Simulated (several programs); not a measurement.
## Many methods on one cell: ZnO (wurtzite)

Measured values to be reproduced:
- band gap: 3.37 eV (direct optical gap from spectroscopic ellipsometry; “n-Type conducting P doped ZnO thin films via chemical vapor deposition”; literature value cited in the introduction; sample form and temperature not stated; Tauc value 3.27 eV also quoted; 2020; pmc:9056824)
- volume: 11.9 Å³ an atom (from the lattice constants; a; “Creation of Gold Nanoparticles in ZnO by Ion Implantation–DFT and Experimental Studies”; literature experimental value used as DFT input; 2020; pmc:7760233)

Wurtzite ZnO, relaxed with r2SCAN in Ansatz, was computed with several methods. The symmetry is P6_3mc (No. 186, hexagonal); a = 3.235 Å, c = 5.211 Å in the conventional setting, 11.81 Å³ an atom. Zn has 4 O at 1.97–1.98 Å; O has 4 Zn at 1.97–1.98 Å. The values are computed, spin-unpolarised.

```
CELL_PARAMETERS angstrom
3.23534 0.00000 0.00000
-1.61767 2.80189 0.00000
0.00000 0.00000 5.21095
ATOMIC_POSITIONS crystal
Zn 0.33333 0.66667 0.99765
Zn 0.66667 0.33333 0.49765
O 0.33333 0.66667 0.37735
O 0.66667 0.33333 0.87735
```

Gaps and times are for a single point on this cell; volume and bulk modulus come from each method's own relaxation or energy curve at fixed shape, which is too stiff where a cell has free coordinates or axes. Times are rough, from shared hosts (Arm Neoverse V1; Intel Xeon Platinum 8488C), and each method has its own mesh and cell size. A dagger marks a closed or tiny gap in a crystal that DFT finds insulating: a failure of the method or a wrong SCF state. A double dagger marks a value from a curve with shape and coordinates held. PM6 (MOPAC), PM7 (MOPAC), GFN1-xTB (tblite), GFN2-xTB (tblite) treat a cluster of cells at its zone centre, which samples few k points: where these miss a band edge, the gap comes out too large for that reason alone. Gaps from k meshes are read at a limited set of points (mesh, symmetry points, PBE's band edges), so each method's own least gap may be somewhat smaller. xTB and the PM methods were fitted mostly to molecules, and can miss a solid's gap by electronvolts. Minimal bases can be far off for gaps. Times of the plane-wave ladder aren't listed, since it ran on unlike processors and cards. GLLB-SC's gap includes the derivative discontinuity. d marks a direct gap, i an indirect one (no mark: not told apart), a dash a value that wasn't computed or didn't pass its checks.

```
                              method              kind  gap (eV)  own volume (Å³/atom)  bulk modulus (GPa)  atoms computed  processor time
                              PBEsol         semilocal         –                 11.78                   –               4               –
light PBE (260 eV and a coarse mesh)  light plane-wave    0.87 d                     –                   –               4           1.3 s
                   GFN1-xTB (tblite)     tight binding     0.02†                     –                   –         cluster           4.5 s
     non-self-consistent DFTB (CP2K)     tight binding    4.75 d                     –                   –               4           4.5 s
                         PM6 (MOPAC)    semi-empirical      3.34                     –                   –         cluster           4.9 s
                         PM7 (MOPAC)    semi-empirical      3.55                     –                   –         cluster           5.3 s
                   GFN2-xTB (tblite)     tight binding     0.19†                     –                   –         cluster           8.2 s
                                 PBE         semilocal    0.81 d                 12.33                129‡               4               –
                                 LDA         semilocal    0.74 d                 11.33                   –               4               –
                      PBE/SZV (CP2K)       small basis    0.83 d                12.85‡                124‡               4            23 s
                      GLLB-SC (GPAW)   model potential      2.07                     –                   –               4            24 s
                              r2SCAN         semilocal    1.24 d                 11.81                150‡               4               –
                     PBE/DZVP (CP2K)       small basis    0.81 d                12.48‡                127‡               4            75 s
              PBE/single zeta (GPAW)       small basis    0.53 d                     –                   –               4           100 s
                               HSE06            hybrid    2.53 d                 11.94                   –               4               –
                                PBE0            hybrid    3.22 d                     –                   –               4               –
                        Hartree-Fock    exact exchange   11.33 d                     –                   –               4               –
                             r2SCANh            hybrid    2.14 d                     –                   –               4               –
                            DDH-PBE0            hybrid    2.69 d                     –                   –               4               –
```

Against HSE06 (2.53 eV) and with closed or daggered gaps left aside, the nearest gap at the points sampled is that of DDH-PBE0 (+0.16 eV) and the farthest that of Hartree-Fock (+8.80 eV). HSE06 is only a yardstick of convenience, and nearness to it can be luck.

Volumes against r2SCAN's: PBEsol -0.3 %, PBE +4.4 %, LDA -4.0 %, HSE06 +1.1 %.

Comparison with experiment:
- Band gap, measured 3.37 eV: light PBE (260 eV and a coarse mesh) -2.50 eV, GFN1-xTB (tblite) -3.35 eV, non-self-consistent DFTB (CP2K) +1.38 eV, PM6 (MOPAC) -0.03 eV, PM7 (MOPAC) +0.18 eV, GFN2-xTB (tblite) -3.18 eV, PBE -2.56 eV, LDA -2.63 eV, PBE/SZV (CP2K) -2.54 eV, GLLB-SC (GPAW) -1.30 eV, r2SCAN -2.13 eV, PBE/DZVP (CP2K) -2.56 eV, PBE/single zeta (GPAW) -2.84 eV, HSE06 -0.84 eV, PBE0 -0.15 eV, Hartree-Fock +7.96 eV, r2SCANh -1.23 eV, DDH-PBE0 -0.68 eV.
- Volume, measured 11.9 Å³ an atom: PBEsol -1.0 %, PBE +3.6 %, LDA -4.8 %, r2SCAN -0.8 %, HSE06 +0.4 %.
The calculations are for a static lattice; samples hold vibrations, temperature and, in optical gaps, excitons. A measured value is shown where most reports agree with it, and only for the quantities listed.
